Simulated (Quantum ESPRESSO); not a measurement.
**Si2Mo under changes of volume**

One of the cells (13.416 Å³/atom); the others are scaled copies at fixed shape and fractional positions:

```xyz
3
Lattice="-1.6000 1.6000 3.9305 1.6000 -1.6000 3.9305 1.6000 1.6000 -3.9305" Properties=species:S:1:pos:R:3 pbc="T T T"
Mo    0.0000    0.0000    0.0000
Si    0.0000    0.0000    5.2433
Si    0.0000    0.0000    2.6177
```

| Item | Value |
| --- | --- |
| Program | Quantum ESPRESSO 7.5 |
| Functional | r2SCAN |
| Potentials or basis | SG15 PBE 1.2 |
| Cutoff | 952 eV |
| Density cutoff | 3810 eV |
| k mesh | 5 × 5 × 5 |
| Occupations | fermi-dirac, width 0.05 eV |
| Spin | no spin polarisation |

```csv
volume (Å³/atom),energy over the lowest point (meV/atom),pressure (GPa)
12.611,?,?
12.879,14.79,9.4
13.148,3.32,4.3
13.416,0.00,-0.3
13.684,4.00,-4.4
13.953,14.58,-8.1
14.221,31.05,-11.5
```

Q: What does the run at 12.611 Å³/atom give?

A: Energy over the lowest point 35.35 meV/atom; pressure 15.2 GPa.

Worked out: A Birch-Murnaghan fit of order 3 (a polynomial in V^(-2/3)) to the other rows has its minimum at 13.40 Å³/atom with B0 = V·E''(V) = 219 GPa and B' = 4.3 at fixed shape and positions, which overstates the stiffness. It gives 35.26 meV/atom at 12.611 Å³/atom, against the run's 35.35, and -dE/dV = 15.1 GPa, against 15.2.

Energies are extrapolated to zero smearing.

Caveats: all runs use coarse meshes; the potentials were made for another functional, which shifts forces and pressure.
